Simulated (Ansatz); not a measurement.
# ZnO: the cost of one run

Program: Ansatz 0.2.0. Level of theory: DFT r2SCAN, scalar-relativistic, plane waves, PAW. These are calculated values, not measurements.

### 1 Starting point

It takes space group Fm-3m (No. 225, cubic). Conventional cell: a = 4.224 Å, b = 4.224 Å, c = 4.224 Å, α = 90.00°, β = 90.00°, γ = 90.00°. Ni (site symmetry m-3m) is surrounded by 6 O at 2.11 Å. Around O (site symmetry m-3m) lie 6 Ni at 2.11 Å.

As a file:

```cif
data_structure
_symmetry_space_group_name_H-M 'Fm-3m'
_symmetry_Int_Tables_number 225
_cell_length_a 4.2240
_cell_length_b 4.2240
_cell_length_c 4.2240
_cell_angle_alpha 90.000
_cell_angle_beta 90.000
_cell_angle_gamma 90.000
_cell_volume 75.37
loop_
_atom_site_label
_atom_site_type_symbol
_atom_site_symmetry_multiplicity
_atom_site_Wyckoff_symbol
_atom_site_fract_x
_atom_site_fract_y
_atom_site_fract_z
_atom_site_occupancy
Ni1 Ni 4 a 0.00000 0.00000 0.00000 1
O1 O 4 b 0.50000 0.00000 0.00000 1
```

It goes back to an entry of the Materials Project.

This cell was relaxed beforehand with the same method: volume 9.42 Å³/atom, gap on the mesh 2.73 eV, site moments up to 1.8 μB.

### 2 The substitution Ni → Zn

The start of ZnO: fractional positions of relaxed NiO, cell scaled by 0.993, a guess from tabulated radii.

### 3 A first look at the start (ZnO)

Contents of input.yaml:

```yaml
crystal:
  lattice:
    - [0.0, 2.0979190241, 2.0979190241]
    - [2.0979190241, 0.0, 2.0979190241]
    - [2.0979190241, 2.0979190241, 0.0]
  atoms:
    - { symbol: Zn, position: [0.0, 0.0, 0.0] }
    - { symbol: O, position: [0.5, 0.5, 0.5] }
basis:
  ecutwfc: 500
kpoints:
  mp_grid: { grid: [8, 8, 8] }
hamiltonian:
  xc: r2scan
scf:
  occupations: { method: gaussian, width: 0.1 }
output:
  forces: true
  stress: true
  eigenvalues: true
```

Command:

```
> ansatz run input.yaml --threads 1 --pin off --max-ram 2560MiB --backend cpu --events-out ev --progress --plain --runs-dir out
```

**Question.** How long does this run take on 1 thread of AMD EPYC 7R43 (Zen 3), shared host, and how much memory does it need?

About 2.8 s, with a peak of 0.38 GiB.
